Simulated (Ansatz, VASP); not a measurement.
**Two plane-wave programs on FeO**

INCAR

```
SYSTEM = FeO
PREC = Accurate
ENCUT = 520
EDIFF = 1E-7
ISMEAR = 0
SIGMA = 0.05
LREAL = .FALSE.
LASPH = .TRUE.
NELM = 150
ALGO = Normal
ISIF = 2
LWAVE = .FALSE.
LCHARG = .FALSE.
ISPIN = 2
MAGMOM = 4 0
LORBIT = 11
LMAXMIX = 4
LDAU = .TRUE.
LDAUTYPE = 1
LDAUL = 2 -1
LDAUU = 3 0
LDAUJ = 0.7 0
LDAUPRINT = 1
GGA = CA
NBANDS = 18
```

Contents of KPOINTS:

```
regular mesh
0
G
  7 7 7
  0 0 0
```

Contents of POSCAR:

```
FeO
1.0
    0.0000000000      2.3818830800      2.3818830800
    2.3818830800      0.0000000000      2.3818830800
    2.3818830800      2.3818830800      0.0000000000
Fe O
1 1
Direct
    0.0000000000      0.0000000000      0.0000000000
    0.2500000000      0.2500000000      0.2500000000
```

Input for Ansatz:

```yaml
crystal:
  lattice:
    - [0.0, 2.38188308, 2.38188308]
    - [2.38188308, 0.0, 2.38188308]
    - [2.38188308, 2.38188308, 0.0]
  atoms:
    - { symbol: Fe, position: [0.0, 0.0, 0.0], spin: 4.0 }
    - { symbol: O, position: [0.25, 0.25, 0.25] }
basis:
  ecutwfc: 420
  ecutrho_ratio: 4
kpoints:
  mp_grid: { grid: [7, 7, 7] }
hamiltonian:
  xc: lda
  hubbard: { sites: [{ site: 0, l: d, u: 3.0, j: 0.7 }] }
scf:
  occupations: { method: gaussian, width: 0.05 }
output:
  forces: true
  stress: true
  eigenvalues: true
  populations: true
  hubbard: { sites: [{ site: 0, l: d }] }
magnetization:
  spin_polarized: true
```

Alike in both runs: task single point; functional LDA; k mesh 7 × 7 × 7; occupations gaussian, width 0.05 eV; collinear spin; Hubbard terms Fe d U = 3.0 eV, J = 0.7 eV.

|  | VASP | Ansatz |
| --- | --- | --- |
| version | VASP 6.6.1 | Ansatz 0.2.0 |
| potentials or method | VASP PAW LDA potentials, release 64 (Fe, O) | scalar-relativistic, plane waves, PAW |
| plane-wave cutoff (eV) | 520 | 420 |
| valence electrons in the cell | 14 | 22 |

Ansatz gave:

| Item | Value |
| --- | --- |
| gap on the k mesh at the Fermi level (eV) | none |
| pressure (GPa) | -14.7 |
| largest component of the traceless stress (GPa) | 2.33 |
| rms of the force components (eV/Å) | 0.132 |
| net moment per atom (μB) | 2.00 |
| size of the moment on the site where the two differ most (μB) | 3.31 |

Question: What did VASP give for the same quantities?

Answer: gap on the k mesh at the Fermi level (eV): none; pressure (GPa): -20.9; largest component of the traceless stress (GPa): 0.00; rms of the force components (eV/Å): 0.000; net moment per atom (μB): 2.03; size of the moment on the site where the two differ most (μB): 3.72.

Site moments also hang on the region over which each program counts them. The programs project onto different local orbitals, so the same U acts differently. A gap of «none» marks a metal or a gap that the smearing closes. The two sets of potentials don't hold the same shells in valence. Ansatz warned: «filled_band_counts_differ_across_k_points».

Caveats: a cell with one magnetic atom can't hold antiferromagnetic order, which such compounds often take. The state reached can hang on the start; a lower one may exist.
